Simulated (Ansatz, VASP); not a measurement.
**One calculation of GaN, two programs**

```
Ga N
1.0
     3.18000    0.00000    0.00000
    -1.59000    2.75396    0.00000
     0.00000    0.00000    5.16600
Ga N
2 2
Direct
  0.66667 0.33333 0.50000
  0.33333 0.66667 0.00000
  0.66667 0.33333 0.87500
  0.33333 0.66667 0.37500
```

Alike in both runs: task relaxation of cell and atoms; functional BLYP; k mesh 10 × 10 × 5; occupations fermi-dirac, width 0.05 eV; no spin polarisation.

```csv
,VASP,Ansatz
version,VASP 6.6.1,Ansatz 0.2.0
potentials or method,"VASP PAW PBE potentials, release 64 (Ga_d, N)",Ansatz PAW
plane-wave cutoff (eV),600,420
valence electrons in the cell,36,36
```

Ansatz gave:

```
gap on the k mesh at the Fermi level, each at its own relaxed structure (eV) : 1.57
relaxed volume (Å³/atom)                                                     : 12.14
relaxed cell length with the largest relative difference (Å)                 : 3.251
energy change over the relaxation (meV/atom)                                 : -32
```

Question: What did VASP give for the same quantities?

Answer: gap on the k mesh at the Fermi level, each at its own relaxed structure (eV): 1.53; relaxed volume (Å³/atom): 12.21; relaxed cell length with the largest relative difference (Å): 3.258; energy change over the relaxation (meV/atom): -38.

Caveats: the PAW data sets were made with another functional, which shifts forces and pressure a little (VASP); odd divisions of the mesh miss points on the zone boundary, where band edges often lie, so the gap on the mesh can be too wide (Ansatz); the plane-wave basis is chosen anew once the cell has moved, so the energies of steps on either side of that aren't comparable (Ansatz); the pressure holds a Pulay correction of +0.6 GPa for the finite cutoff (Ansatz); the PAW data sets come from PBE, with cores solved anew for the run's functional, which leaves a small shift of forces and pressure (Ansatz). Zero-point motion and thermal expansion aren't in these numbers. Expect the measured gap to be larger: semilocal functionals such as BLYP lack the derivative discontinuity.
